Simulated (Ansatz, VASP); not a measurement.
# Cross-check of Nb (Nb(100)) between VASP and Ansatz, part 2 of 2

One calculation is typed for both programs; each brings its own data sets and cutoff. How far apart do they land?

VASP 6.6.1 and Ansatz 0.2.0.

So far: The starting structure; VASP: single point, PBE.

## Step 3: Ansatz: single point, PBE

Level of this step: Ansatz beside VASP: Kohn-Sham DFT, plane waves, PBE (Ansatz).

Ansatz runs on its default PAW (the set named soft_2) files.

The same cell, functional, mesh and smearing now go to Ansatz, which takes its cutoff from its data sets.

File input.yaml:

```yaml
crystal:
  lattice:
    - [3.3, 0.0, 0.0]
    - [0.0, 3.3, 0.0]
    - [0.0, 0.0, 27.9]
  atoms:
    - { symbol: Nb, position: [0.0, 0.0, 0.3225806452] }
    - { symbol: Nb, position: [0.5, 0.5, 0.3817204301] }
    - { symbol: Nb, position: [0.0, 0.0, 0.4408602151] }
    - { symbol: Nb, position: [0.5, 0.5, 0.5] }
    - { symbol: Nb, position: [0.0, 0.0, 0.5591397849] }
    - { symbol: Nb, position: [0.5, 0.5, 0.6182795699] }
    - { symbol: Nb, position: [0.0, 0.0, 0.6774193548] }
hamiltonian:
  xc: pbe
  pseudopotentials: { kind: paw }
kpoints:
  mp_grid: { grid: [12, 12, 1] }
scf:
  occupations: { method: fermi_dirac, width: 0.1 }
  n_extra_bands: 5
efield:
  axis: 3
  dipole_correction: true
  ramp_width: 0.04
output:
  forces: true
  eigenvalues: true
```

Run with:

```
ansatz run input.yaml --threads 4 --pin off --max-ram 9216MiB --backend cpu --events-out ev --progress --plain --runs-dir out
```

Numbers of over 12 decimals in the logs are rounded to 6 here.

The log of the run:

```text
scf.n_extra_bands = 5 over 46 filled bands (N_el = 91.0): the run solves 51 bands
Engine: ansatz 0.2.0, aarch64-unknown-linux-gnu
Pseudopotentials: kind: paw
Pseudopotential: Nb, paw, valence charge 13, recommended cutoff 420 eV (normal), Nb.paw.azcp
Functional definition: PBE
  parameter kappa = 0.804
  parameter beta = 0.066725
  exchange = pbe_x(kappa = kappa, mu = beta*pi^2/3)
  correlation = pbe_c(beta = beta)
Crystal: 7 atoms, lattice volume = 303.831 Å³
Basis set: ecut = 420 eV, 6013 PW (Γ), exchange–correlation on 48×48×384 points (8 copies of the dense FFT grid, shifted against one another)
Bands: 51, of which v1, the nominal top of the filled ones, is band 46 counted from 1 (45 counted from 0)
Symmetry: 8 space group operations
k-points: 28 of 144
Non-local potential: Nb, projectors of the file, l = 0: 3, l = 1: 2, l = 2: 2, l = 3: 1
PAW form: soft (Blöchl's): semilocal exchange-correlation on the pseudo side does not see the compensation charge
PAW one-centre angular grid: Nb, 590 points (default); XC on 64 Gauss nodes
Initial density: superposition of atomic densities (neutral atoms: chi_scale 0, normalization atom), corrected by the library's trained network
Initial wavefunctions: pseudopotential atomic-orbital guess
Functional: x = pbe(κ = 0.804, μ = 0.219515), c = pbe(β = 0.066725)
SCF iter   1: F=—  HF=-31863.016159 eV  |F-HF|=—  |Δ(HF+E_count)|=         —  Δρ=1.46e-2  dr2=1.61e1  ethr=1.77e-3  p=0.000 e·Å  D=9.42e-14 V/Å  ΔV_dip=-0.00 eV  dr2_dipole=2.49e-7  V_vac-E_F(+/−)=4.15/4.15 eV  ⟨swp⟩=9.1  Hψ=6793  notcnv=0
efield: sawtooth ramp at fractional position 0.9800 (placed from the atoms, in the widest stretch of the axis that holds none; the zero of the levels goes with the place), width 0.0400; the density the first Hamiltonian is built on has a dipole p = 0.000 e·Å; the dipole correction subtracts the counter field D = 9.42e-14 V/Å, which shifts the + side's vacuum level by -0.00 eV against the − side's; the planar-averaged density in the ramp window peaks in size at 1.2e-5 e/Å³
preconditioner: auto → LDOS  [metal: Δε(μ)=0.018 eV  Ē_g=2.611 eV  σ=0.100 eV  W_gap=0.04  n_scr=62 (ndim 8)  ℏωp=12.6 eV  f_vac=0.509  D(μ)=7.29/eV (n_scr^D=46)  β→1.0]
SCF iter   2: F=—  HF=-31862.791100 eV  |F-HF|=—  |Δ(HF+E_count)|=   2.25e-1  Δρ=9.49e-3  dr2=4.36e0  ethr=1.77e-3  p=-0.000 e·Å  D=-1.52e-5 V/Å  ΔV_dip=0.00 eV  dr2_dipole=2.88e-7  V_vac-E_F(+/−)=3.46/3.46 eV  ⟨swp⟩=2.5  Hψ=2119  notcnv=0
SCF iter   3: F=—  HF=-31862.693415 eV  |F-HF|=—  |Δ(HF+E_count)|=   9.77e-2  Δρ=1.63e-3  dr2=1.44e-1  ethr=1.77e-3  p=-0.000 e·Å  D=-6.57e-6 V/Å  ΔV_dip=0.00 eV  dr2_dipole=2.63e-8  V_vac-E_F(+/−)=3.72/3.72 eV  ⟨swp⟩=2.0  Hψ=1706  notcnv=0
SCF iter   4: F=—  HF=-31862.694553 eV  |F-HF|=—  |Δ(HF+E_count)|=   1.14e-3  Δρ=3.62e-4  dr2=1.53e-3  ethr=1.59e-4  p=-0.000 e·Å  D=-3.28e-6 V/Å  ΔV_dip=0.00 eV  dr2_dipole=7.42e-10  V_vac-E_F(+/−)=3.69/3.69 eV  ⟨swp⟩=1.1  Hψ=1514  notcnv=0
SCF iter   5: F=—  HF=-31862.694730 eV  |F-HF|=—  |Δ(HF+E_count)|=   1.77e-4  Δρ=1.32e-4  dr2=5.29e-4  ethr=1.68e-6  p=-0.000 e·Å  D=-1.38e-6 V/Å  ΔV_dip=0.00 eV  dr2_dipole=7.74e-11  V_vac-E_F(+/−)=3.70/3.70 eV  ⟨swp⟩=2.9  Hψ=2155  notcnv=0
SCF iter   6: F=—  HF=-31862.694736 eV  |F-HF|=—  |Δ(HF+E_count)|=   6.24e-6  Δρ=5.34e-5  dr2=5.95e-5  ethr=5.81e-7  p=-0.000 e·Å  D=-4.79e-7 V/Å  ΔV_dip=0.00 eV  dr2_dipole=5.80e-12  V_vac-E_F(+/−)=3.71/3.71 eV  ⟨swp⟩=1.2  Hψ=1444  notcnv=0
SCF iter   7: F=—  HF=-31862.695071 eV  |F-HF|=—  |Δ(HF+E_count)|=   3.35e-4  Δρ=1.51e-5  dr2=3.11e-6  ethr=6.54e-8  p=-0.000 e·Å  D=-4.29e-8 V/Å  ΔV_dip=0.00 eV  dr2_dipole=1.17e-12  V_vac-E_F(+/−)=3.72/3.72 eV  ⟨swp⟩=2.1  Hψ=1712  notcnv=0
SCF iter   8: F=—  HF=-31862.695072 eV  |F-HF|=—  |Δ(HF+E_count)|=   2.09e-7  Δρ=5.88e-6  dr2=2.33e-7  ethr=3.41e-9  p=-0.000 e·Å  D=-1.23e-8 V/Å  ΔV_dip=0.00 eV  dr2_dipole=1.52e-14  V_vac-E_F(+/−)=3.72/3.72 eV  ⟨swp⟩=2.4  Hψ=2024  notcnv=0
SCF iter   9: F=-31862.695072 eV  HF=-31862.695072 eV  |F-HF|=1.23e-8  |Δ(HF+E_count)|=   3.73e-8  Δρ=1.66e-6  dr2=1.64e-8  ethr=1.10e-10  p=-0.000 e·Å  D=-7.31e-9 V/Å  ΔV_dip=0.00 eV  dr2_dipole=5.48e-14  V_vac-E_F(+/−)=3.72/3.72 eV  ⟨swp⟩=8.6  Hψ=5897  notcnv=0
SCF 1 converged in 9 iterations: F = -31862.695072 eV  dr2 = 1.64e-8
  greatest PAW one-centre occupation: 0.998 electrons in one spin orbital (limit 2), on the Nb atom at site 1 (counted from 0), in its partial waves of l = 0
SCF converged after 9 iterations
Free energy (F): -31862.695072 eV
Harris-Foulkes:  -31862.695072 eV  (|F-HF|=1.23e-8)
Internal energy: -31862.367982 eV  (E = F + TS)
E sigma→0 (E₀):  -31862.531527 eV
Entropy (-TS):   -0.327089 eV (-46.727 meV/atom)
Fermi energy:    5.409468 eV
Dipole field:    D = 0.000000 V/Å  (p = 0.000000 e·Å, saw-weighted, corrected)
Work function:   Φ+ = 3.7228 eV   Φ− = 3.7228 eV
Levels:          The Fermi level and band energies are counted from a zero that moves with the ramp; work functions are not
--- Per-component energies (eV) ---
  E_band       = -1617.448030
  E_kinetic    = 2753.826285
  E_local      = -115312.506637  (includes V_loc(G=0)·N_el)
  E_nonlocal   = 841.501217
  E_hartree    = 56168.363057
  E_xc         = -1223.342986
  E_vxc        = -1483.252291  (∫ρ·V_xc dr)
  E_paw        = -21514.079689  (= ΣΔE_a)
  E_vpaw       = -753.764582  (= ΣTr[D̂ρ^β])
  E_aug_tail   = 0.000047  (compensation charges beyond the density's cutoff)
  E_efield     = 0.000000  (sawtooth field / dipole correction)
  E_vefield    = 0.000000  (∫n·V_field dr)
  E_ewald      = 46423.870723
  E_smearing   = -0.327089  (= −TS)
  E_closure    = -0.000000  (closes the sum)
  Σ components = -31862.695072   (vs F -31862.695072, Δ=0.00e0)
--- Forces (eV/Å), atoms counted from 1 ---
  atom   1  Nb    -0.00000000     0.00000000     0.96098747
  atom   2  Nb     0.00000000     0.00000000    -0.85359685
  atom   3  Nb    -0.00000000     0.00000000    -0.40911105
  atom   4  Nb     0.00000000     0.00000000    -0.00000026
  atom   5  Nb     0.00000000     0.00000000     0.40911117
  atom   6  Nb     0.00000000     0.00000000     0.85359715
  atom   7  Nb     0.00000000     0.00000000    -0.96098758
  max |Σ_I F_I| component: 5.09e-8 eV/Å
--- Band table (eV; the first three rows and the last of 28) ---
  k-point 0: bands = [... 42 lower, 5.5835, 5.5835, 5.6257, 5.6257, 5.7835, 5.7835, 5.7923, 6.1418, ... 1 higher]
  k-point 1: bands = [... 42 lower, 5.3993, 5.4021, 5.5943, 5.6135, 5.7301, 5.8351, 5.8860, 6.0929, ... 1 higher]
  k-point 2: bands = [... 42 lower, 5.1727, 5.2878, 5.3210, 5.4338, 5.5398, 6.0525, 6.1292, 6.1854, ... 1 higher]
  k-point 27: bands = [... 42 lower, 4.3217, 5.1845, 5.1845, 6.3608, 6.3608, 7.5881, 7.6073, 7.8627, ... 1 higher]
```

It took 10 s on 4 threads of Arm Neoverse V2, shared host; peak memory 0.82 GiB; 40 s of CPU time.

## Step 4: Comparison

Known differences besides the potentials themselves: the data sets hold 91 valence electrons in Ansatz (default PAW (the set named soft_2) files) and 77 in VASP; the cutoff is 420 eV in Ansatz and 300 eV in VASP (PREC = Normal); VASP leaves aspherical gradient terms in its spheres out (LASPH is not set), Ansatz keeps them. Total energies have different zeros and are not compared.

The two programs side by side:

```
                                   quantity  Ansatz  VASP  difference
 work function, lower of the two faces (eV)    3.72  3.73        0.00
work function, higher of the two faces (eV)    3.72  3.73        0.00
```

Forces (eV/Å; atoms numbered as in POSCAR):

```csv
atom,"Ansatz x, y, z","VASP x, y, z"
Nb1,"0.000, 0.000, 0.961","0.000, 0.000, 0.843"
Nb2,"0.000, 0.000, -0.854","0.000, 0.000, -0.880"
Nb3,"0.000, 0.000, -0.409","0.000, 0.000, -0.404"
Nb4,"0.000, 0.000, 0.000","0.000, 0.000, 0.000"
Nb5,"0.000, 0.000, 0.409","0.000, 0.000, 0.404"
Nb6,"0.000, 0.000, 0.854","0.000, 0.000, 0.880"
Nb7,"0.000, 0.000, -0.961","0.000, 0.000, -0.843"
```

The forces differ by 37 meV/Å r.m.s., which is 9.4 % of the r.m.s. force of 0.40 eV/Å (both taken over all components). VASP's log warns that it found no field-free region in the vacuum, so its work functions are uncertain.

## Step 5: What the set-up changes

Further runs change the set-up of one program: Ansatz's method, potentials or start, or VASP's data sets, cutoff or form of LDA. The table gives Ansatz less VASP for each quantity, since a change that brings one quantity closer may part another.

```
                                        run  r.m.s. force difference (meV/Å)  work function, lower of the two faces (eV)  work function, higher of the two faces (eV)
                                   as above                               37                                     -0.0030                                      -0.0030
    Ansatz's larger PAW set (cutoff 770 eV)                               37                                     -0.0027                                      -0.0025
norm-conserving potentials (cutoff 1116 eV)                               37                                     -0.0027                                      -0.0026
```

## Step 6: Summary of results

```yaml
r_m_s_force_difference_single_point_pbe: 9.4 % of the r.m.s. force
```

In words: The r.m.s. force difference is 9.4 % of the r.m.s. force (single point, PBE), beyond the 3 % picked in this series as the mark of a large difference. For single point, PBE, no further run moves any of the tabulated differences by more than a quarter of its size. Such differences can come from data sets, numerical settings and the points named under the comparisons, not from the functional's error against experiment.

[Lines on the potential files, build, host, timing and source positions are cut from VASP's logs without a mark.]

[Logs are printed without paths, hosts, clocks, repeated set-up lines and the standing remarks that a program may print on its own settings, such as how far it seeks lower states.]

[Hosts, paths, dates, database ids (printed as entryN), source tags and the programs' standing remarks are cut or masked in the printed files.]
